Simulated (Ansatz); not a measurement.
# CuCl2 under changes of volume

One of the cells (46.505 Å³/atom); the others are scaled copies at fixed shape and fractional positions:

```
CELL_PARAMETERS angstrom
-2.25486 2.25486 6.85990
2.25486 -2.25486 6.85990
2.25486 2.25486 -6.85990
ATOMIC_POSITIONS crystal
Cu 0.00000 0.00000 0.00000
Cl 0.00000 0.50000 0.50000
Cl 0.50000 0.00000 0.50000
```

Measurements of this composition are mostly on another form, of space group No. 12.

- Program: Ansatz 0.2.0
- Functional: PBEsol
- Potentials or basis: Ansatz PAW
- Cutoff: 420 eV (not typed: the program's choice for these potentials)
- k mesh: 8 × 8 × 8
- Occupations: fermi-dirac, width 0.05 eV
- Spin: no spin polarisation

```tsv
volume (Å³/atom)	energy over the lowest point (meV/atom)	pressure (GPa)
43.714	1.69	0.6
44.644	0.00	0.0
45.574	1.37	-0.5
46.505	?	?
47.435	11.89	-1.3
48.365	20.46	-1.6
49.295	30.90	-1.9
```

Problem. What does the run at 46.505 Å³/atom give?

Solution. Energy over the lowest point 5.43 meV/atom; pressure -0.9 GPa.

Worked out: A Birch-Murnaghan fit of order 3 (a polynomial in V^(-2/3)) to the other rows has its minimum at 44.67 Å³/atom with B0 = V·E''(V) = 25 GPa and B' = 4.9 at fixed shape and positions, which overstates the stiffness. It gives 5.44 meV/atom at 46.505 Å³/atom, against the run's 5.43, and -dE/dV = -0.9 GPa, against -0.9.

Energies are extrapolated to zero smearing.

Caveats: an odd number of electrons without spin polarisation forces a metal; a magnetic or distorted state may lie lower; the run has no spin polarisation, though such a crystal can be magnetic; the PAW data sets come from PBE, with cores solved anew for the run's functional, which leaves a small shift of forces and pressure.
